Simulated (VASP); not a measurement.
# Os (P6_3/mmc) in VASP: notebook

One crystal, Os, is run at these levels: PBEsol, RPBE; tasks: relaxation of cell and atoms.

Program: VASP 6.6.1. These are calculated values, not measurements. Logs are shortened: lines on timing, memory, paths and dates and some standing lists are left out, and cuts for length are marked.

## (1) Starting point

Symmetry: P6_3/mmc, No. 194, hexagonal system. The conventional cell has a = 2.746 Å, b = 2.746 Å, c = 4.326 Å, α = 90.00°, β = 90.00°, γ = 120.00°. Os (site symmetry -6m2) has 12 Os at 2.68 to 2.75 Å as nearest neighbours.

## (2) Relaxation of cell and atoms, PBEsol

INCAR reads:

```
SYSTEM = Os
ALGO     = Fast           ! electronic algorithm
EDIFF    = 1E-7           ! SCF threshold, eV
EDIFFG   = -0.005         ! ionic threshold
ENCUT    = 480            ! plane-wave cutoff, eV
GGA      = PS             ! functional
IBRION   = 2              ! ionic algorithm
ISIF     = 3              ! what is computed and relaxed
ISMEAR   = 0              ! smearing method
LASPH    = .True.         ! aspherical terms in the spheres
LCHARG   = .False.        ! write CHGCAR
LREAL    = .False.        ! projectors in reciprocal space
LWAVE    = .False.        ! write WAVECAR
NELM     = 60             ! most SCF steps
NSW      = 90             ! ionic steps
PREC     = Accurate       ! precision mode
SIGMA    = 0.1            ! smearing width, eV
```

KPOINTS reads:

```
k-points
0
Gamma
  18 18 10
  0 0 0
```

POSCAR reads:

```
Os
1.0
    2.7461342300      0.0000000000      0.0000000000
   -1.3730671200      2.3782220100      0.0000000000
    0.0000000000      0.0000000000      4.3263142200
Os
2
Direct
    0.3333333300      0.6666666700      0.2500000000
    0.6666666700      0.3333333300      0.7500000000
```

Potentials or basis: VASP PAW PBE potentials, release 64 (Os).

Launch:

```console
$ cat potpaw_PBE.64/Os/POTCAR > POTCAR
$ mpirun -np 1 vasp_std > vasp.out
```

OUTCAR:

```text
SYSTEM = Os
   EDIFF = 1E-7
   EDIFFG = -0.005
   ENCUT = 480
   GGA = PS
   IBRION = 2
   ISIF = 3
   ISMEAR = 0
   LASPH = .True.
   LREAL = .False.
   NELM = 60
   NSW = 90
   PREC = Accurate

 ion  position               nearest neighbor table
   1  0.333  0.667  0.250-   2 2.68   2 2.68   2 2.68   2 2.68   2 2.68   2 2.68
   2  0.667  0.333  0.750-   1 2.68   1 2.68   1 2.68   1 2.68   1 2.68   1 2.68

  LATTYP: Found a hexagonal cell.
 ALAT       =     2.7461342300
 C/A-ratio  =     1.5754197929

  Lattice vectors:

 A1 = (   2.7461342300,   0.0000000000,   0.0000000000)
 A2 = (  -1.3730671200,   2.3782220100,   0.0000000000)
 A3 = (   0.0000000000,   0.0000000000,   4.3263142200)

Analysis of symmetry for initial positions (statically):
=====================================================================
 Subroutine PRICEL returns:
 Original cell was already a primitive cell.

 Routine SETGRP: Setting up the symmetry group for a
 hexagonal supercell.

 Subroutine GETGRP returns: Found 24 space group operations
 (whereof 12 operations were pure point group operations)
 out of a pool of 24 trial point group operations.

The static configuration has the point symmetry D_3d.
 The point group associated with its full space group is D_6h.

Analysis of symmetry for dynamics (positions and initial velocities):
=====================================================================
 Subroutine PRICEL returns:
 Original cell was already a primitive cell.

 Routine SETGRP: Setting up the symmetry group for a
 hexagonal supercell.

 Subroutine GETGRP returns: Found 24 space group operations
 (whereof 12 operations were pure point group operations)
 out of a pool of 24 trial point group operations.

The dynamic configuration has the point symmetry D_3d.
 The point group associated with its full space group is D_6h.

 Subroutine INISYM returns: Found 24 space group operations
 (whereof 12 operations are pure point group operations),
 and found     1 'primitive' translations

----------------------------------------------------------------------------------------

                                     Primitive cell

  volume of cell :      28.2548

  direct lattice vectors                    reciprocal lattice vectors
     2.746134230  0.000000000  0.000000000     0.364148259  0.210241096  0.000000000
    -1.373067120  2.378222010  0.000000000     0.000000000  0.420482190  0.000000000
     0.000000000  0.000000000  4.326314220     0.000000000  0.000000000  0.231143636

  length of vectors
     2.746134230  2.746134236  4.326314220     0.420482191  0.420482190  0.231143636

[... 99 lines left out ...]
     AMIX     =   0.40;   BMIX     =  1.00
     AMIX_MAG =   1.60;   BMIX_MAG =  1.00
  volume/ion in A,a.u.               =      14.13        95.34
  Fermi-wavevector in a.u.,A,eV,Ry     =   1.354412  2.559467 24.958956  1.834432
  Thomas-Fermi vector in A             =   2.481586
   LORBIT       =      0    0 simple, 1 ext, 2 COOP (PROOUT), +10 PAW based schemes
   GGA     = PS    functional components
   LHFCALC =     F    Hartree Fock is set to
   AEXX    =    0.0000 exact exchange contribution
   IVDW    =     0    specifies the selected vdW correction
   LEPSILON=     F    determine dielectric tensor
   LRPA    =     F    only Hartree local field effects (RPA)
 conjugate gradient relaxation of ions
 non-spin polarized calculation
 RMM-DIIS sequential band-by-band and
 Gauss-broadening in eV      SIGMA  =   0.10
  energy-cutoff  :      480.00
  volume of cell :       28.25
 maximum number of plane-waves:       699
 NGX is ok and might be reduce to    20
   NGX =  9   NGY =  9   NGZ = 15

--------------------------------------- Ionic step        1  -------------------------------------------

 number of electron      15.9999999 magnetization

 Free energy of the ion-electron system (eV)
  ---------------------------------------------------
  ext. energy  EPLUGINS =         0.00000000
  ---------------------------------------------------
  free energy    TOTEN  =       -24.47590952 eV

  energy without entropy =      -24.46812671  energy(sigma->0) =      -24.47201812

------------------------ aborting loop because EDIFF is reached ----------------------------------------

  FORCE on cell =-STRESS in cart. coord.  units (eV):
  Direction    XX          YY          ZZ          XY          YZ          ZX
  --------------------------------------------------------------------------------------
  -------------------------------------------------------------------------------------
  Total       -1.2614061     -1.2614061     -0.9884994      0.0000000     -0.0000000      0.0000000
  in kB      -71.5275409    -71.5275412    -56.0524744      0.0000002     -0.0000000      0.0000000
  external PRESSURE =     -66.3691855 kB  Pullay stress =       0.0000000 kB
[... 23 lines left out ...]
--------------------------------------- Ionic step        2  -------------------------------------------

 number of electron      16.0000002 magnetization

 E-fermi :  10.5033     XC(G=0): -14.5911

 val. band max:       10.4987045510   @ k =   0.2222   0.0556   0.3000
 cond. band min:      10.5251928044   @ k =   0.1667   0.1111   0.3000
 fundamental gap:      0.0264882534
 Fermi energy:        10.5033196805

 k-point     1 :       0.0000    0.0000    0.0000
  band No.  band energies     occupation
      1      -1.1945      2.00000
      2       1.9148      2.00000
      3       7.0675      2.00000
      4       7.0675      2.00000
      5       7.3110      2.00000
      6       8.0151      2.00000
      7       8.0151      2.00000
      8       8.8030      2.00000
      9       8.8030      2.00000
     10      10.4860      1.19318
     11      12.4067      0.00000
     12      12.4067      0.00000
[... 596 lines left out ...]
--------------------------------------- Ionic step        9  -------------------------------------------

 number of electron      15.9999998 magnetization

 Free energy of the ion-electron system (eV)
  ---------------------------------------------------
  ext. energy  EPLUGINS =         0.00000000
  ---------------------------------------------------
  free energy    TOTEN  =       -24.48555636 eV

  energy without entropy =      -24.47815761  energy(sigma->0) =      -24.48185699

 E-fermi :   9.3939     XC(G=0): -14.1876

 val. band max:        9.3846770490   @ k =   0.2222   0.0556   0.3000
 cond. band min:       9.4028659570   @ k =   0.4444   0.1111   0.4000
 fundamental gap:      0.0181889080
 Fermi energy:         9.3939223800

 k-point     1 :       0.0000    0.0000    0.0000
  band No.  band energies     occupation
      1      -1.6524      2.00000
      2       1.5132      2.00000
      3       6.2999      2.00000
      4       6.2999      2.00000
      5       6.5494      2.00000
      6       7.1515      2.00000
      7       7.1515      2.00000
      8       7.8253      2.00000
      9       7.8253      2.00000
     10       9.3831      1.12153
     11      11.1042      0.00000
     12      11.1042      0.00000
[... 374 lines left out ...]
  FREE ENERGIE OF THE ION-ELECTRON SYSTEM (eV)
  ---------------------------------------------------
  free  energy   TOTEN  =       -24.4855563600 eV

  energy  without entropy=      -24.4781576133  energy(sigma->0) =      -24.48185699

 reached required accuracy - stopping structural energy minimisation
```

OSZICAR:

```text
N       E                     dE             d eps       ncg     rms          rms(c)
DAV:   1     0.958278745800E+02    0.95828E+02   -0.73494E+03  5328   0.120E+03
DAV:   2    -0.190694166598E+02   -0.11490E+03   -0.10374E+03  5744   0.387E+02
DAV:   3    -0.258882457566E+02   -0.68188E+01   -0.62630E+01  6536   0.764E+01
[... 97 lines left out ...]
RMM:   5    -0.244855560627E+02   -0.16949E-06   -0.13422E-06  4923   0.797E-03    0.497E-03
RMM:   6    -0.244855562633E+02   -0.20056E-06   -0.74933E-07  5255   0.116E-02    0.121E-02
RMM:   7    -0.244855566982E+02   -0.43488E-06   -0.46783E-07  4795   0.521E-03    0.694E-03
RMM:   8    -0.244855563778E+02    0.32035E-06   -0.50797E-07  4777   0.793E-03    0.209E-03
RMM:   9    -0.244855563600E+02    0.17798E-07   -0.27195E-07  3132   0.371E-03
   9 F= -.24485556E+02 E0= -.24481857E+02  d E =-.270303E-05
```

CONTCAR:

```text
Os
   1.00000000000000
     2.7283860412840992    0.0000000000372663    0.0000000000000000
    -1.3641930255774615    2.3628516275927756   -0.0000000000000000
    -0.0000000000000000   -0.0000000000000000    4.3142070713899328
  Os
     2
Direct
     0.3333333300000021    0.6666666699999979    0.2500000000000000
     0.6666666699999979    0.3333333300000021    0.7500000000000000

  0.00000000E+00  0.00000000E+00  0.00000000E+00
  0.00000000E+00  0.00000000E+00  0.00000000E+00
```

Wall time 4 min (1 thread of Intel Xeon Platinum 8488C (Sapphire Rapids), shared host); peak memory 0.19 GiB.

What came out:

```
Free energy                            : -24.4856 eV
Relaxed volume                         : 13.91 Å³/atom
Relaxed cell                           : a = 2.728 Å, b = 2.728 Å, c = 4.314 Å, α = 90.00°, β = 90.00°, γ = 120.00°
Space group after relaxing (to 0.05 Å) : P6_3/mmc (No. 194)
Energy gained by relaxing              : 4.8 meV/atom
Ionic steps                            : 9
Pressure after relaxing                : 0.0 GPa
Band gap on the k mesh                 : none (metal or under the smearing width)
```

The path:
```tsv
step	energy change (eV)	largest force (eV/Å)	pressure (GPa)	volume (Å³)
1	0.0000	0.0000	-6.64	28.25
2	0.1926	0.0000	36.86	25.93
3	-0.0094	0.0000	-0.15	27.83
4	-0.0094	0.0000	0.05	27.81
5	-0.0094	0.0000	0.19	27.80
6	-0.0094	0.0000	0.07	27.81
7	-0.0096	0.0000	0.13	27.81
8	-0.0096	0.0000	-0.40	27.84
9	-0.0096	0.0000	0.01	27.81
```

Final structure:
```cif
data_structure
_symmetry_space_group_name_H-M 'P 1'
_symmetry_Int_Tables_number 1
_cell_length_a 2.7284
_cell_length_b 2.7284
_cell_length_c 4.3142
_cell_angle_alpha 90.000
_cell_angle_beta 90.000
_cell_angle_gamma 120.000
_cell_volume 27.81
loop_
_atom_site_label
_atom_site_type_symbol
_atom_site_fract_x
_atom_site_fract_y
_atom_site_fract_z
_atom_site_occupancy
Os1 Os 0.33333 0.66667 0.25000 1
Os2 Os 0.66667 0.33333 0.75000 1
```

Caveat: the PAW data sets were made with another functional, which shifts forces and pressure a little.

## (3) Relaxation of cell and atoms, RPBE

Edit INCAR of step 2 so:

```diff
@@ -4,4 +4,4 @@
 EDIFFG   = -0.005         ! ionic threshold
-ENCUT    = 480            ! plane-wave cutoff, eV
-GGA      = PS             ! functional
+ENCUT    = 600            ! plane-wave cutoff, eV
+GGA      = RP             ! functional
 IBRION   = 2              ! ionic algorithm
```

KPOINTS is that of step 2.

POSCAR is that of step 2.

Potentials or basis: VASP PAW PBE potentials, release 64 (Os).

Launch:

```console
$ cat potpaw_PBE.64/Os/POTCAR > POTCAR
$ mpirun -np 1 vasp_std > vasp.out
```

It took 5.3 min on 1 thread of Intel Xeon Platinum 8488C (Sapphire Rapids), shared host; peak memory 0.23 GiB.

It converged, with:

| Quantity | Value |
| --- | --- |
| Free energy | -21.2056 eV |
| Relaxed volume | 14.41 Å³/atom |
| Relaxed cell | a = 2.762 Å, b = 2.762 Å, c = 4.363 Å, α = 90.00°, β = 90.00°, γ = 120.00° |
| Space group after relaxing (to 0.05 Å) | P6_3/mmc (No. 194) |
| Energy gained by relaxing | 7.3 meV/atom |
| Ionic steps | 9 |
| Pressure after relaxing | 0.0 GPa |
| Band gap on the k mesh | none (metal or under the smearing width) |

The path:
```tsv
step	energy change (eV)	largest force (eV/Å)	pressure (GPa)	volume (Å³)
1	0.0000	0.0000	8.27	28.25
2	0.2152	0.0000	-26.63	31.34
3	-0.0146	0.0000	-0.32	28.85
4	-0.0146	0.0000	-0.05	28.83
5	-0.0146	0.0000	0.11	28.82
6	-0.0146	0.0000	0.17	28.81
7	-0.0147	0.0000	0.14	28.81
8	-0.0146	0.0000	-0.35	28.85
9	-0.0147	0.0000	0.03	28.82
```

Final structure:
```cif
data_structure
_symmetry_space_group_name_H-M 'P 1'
_symmetry_Int_Tables_number 1
_cell_length_a 2.7618
_cell_length_b 2.7618
_cell_length_c 4.3632
_cell_angle_alpha 90.000
_cell_angle_beta 90.000
_cell_angle_gamma 120.000
_cell_volume 28.82
loop_
_atom_site_label
_atom_site_type_symbol
_atom_site_fract_x
_atom_site_fract_y
_atom_site_fract_z
_atom_site_occupancy
Os1 Os 0.33333 0.66667 0.25000 1
Os2 Os 0.66667 0.33333 0.75000 1
```

Levels at points of the mesh, in eV from the Fermi level:
| k point | band 5 | band 6 | band 7 | band 8 | band 9 | band 10 | band 11 | band 12 |
| --- | --- | --- | --- | --- | --- | --- | --- | --- |
| (0.00, 0.00, 0.00) | -2.68 | -2.12 | -2.12 | -1.50 | -1.50 | 0.02 | 1.61 | 1.61 |
| (0.50, 0.00, 0.00) | -2.83 | -2.48 | -1.81 | 1.93 | 2.46 | 2.57 | 4.22 | 5.49 |
| (0.00, 0.00, 0.50) | -3.11 | -3.11 | -3.11 | -3.11 | 0.84 | 0.84 | 0.84 | 0.84 |
| (0.50, 0.00, 0.50) | -1.16 | -1.16 | -0.16 | -0.16 | 2.25 | 2.25 | 3.17 | 3.17 |

Caveat: the PAW data sets were made with another functional, which shifts forces and pressure a little. Spin-orbit coupling is left out, which matters for the levels of Os.
